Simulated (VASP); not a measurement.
A run of VASP 6.6.1:

INCAR

```
PREC = Accurate
ENCUT = 520
EDIFF = 1E-6
ISMEAR = 1
SIGMA = 0.2
LREAL = False
LASPH = True
NELM = 80
ALGO = Normal
ISIF = 2
LWAVE = False
LCHARG = False
GGA = PS
IBRION = 2
NSW = 60
EDIFFG = -0.01
KPAR = 8
```

Contents of KPOINTS:

```
regular mesh
0
Gamma
  18 18 1
```

File POSCAR:

```
Cu
1.0
    2.5236641021      0.0000000000      0.0000000000
    0.0000000000      2.5236641021      0.0000000000
    0.0000000000      0.0000000000     29.2760000000
Cu
9
Direct
    0.0000000000      0.0000000000      0.2561825386
    0.5000000000      0.5000000000      0.3171369039
    0.0000000000      0.0000000000      0.3780912693
    0.5000000000      0.5000000000      0.4390456346
    0.0000000000      0.0000000000      0.5000000000
    0.5000000000      0.5000000000      0.5609543654
    0.0000000000      0.0000000000      0.6219087307
    0.5000000000      0.5000000000      0.6828630961
    0.0000000000      0.0000000000      0.7438174614
```

Potentials or basis: VASP PAW PBE potentials, release 64 (Cu).

Run with:

```console
$ cat potpaw_PBE.64/Cu/POTCAR > POTCAR
$ mpirun -np 8 vasp_std > vasp.out
```

Hardware: 8 MPI ranks on AMD EPYC 9R45 96-Core Processor (Zen 5), with other jobs on the host.

**Question.** Estimate the wall time of this run.

**Answer.** Run time: 6.3 min on 8 MPI ranks on AMD EPYC 9R45 96-Core Processor (Zen 5), with other jobs on the host, peak memory 0.6 GiB a rank. Counts: scf iterations 83, k points 55, ion steps 9.
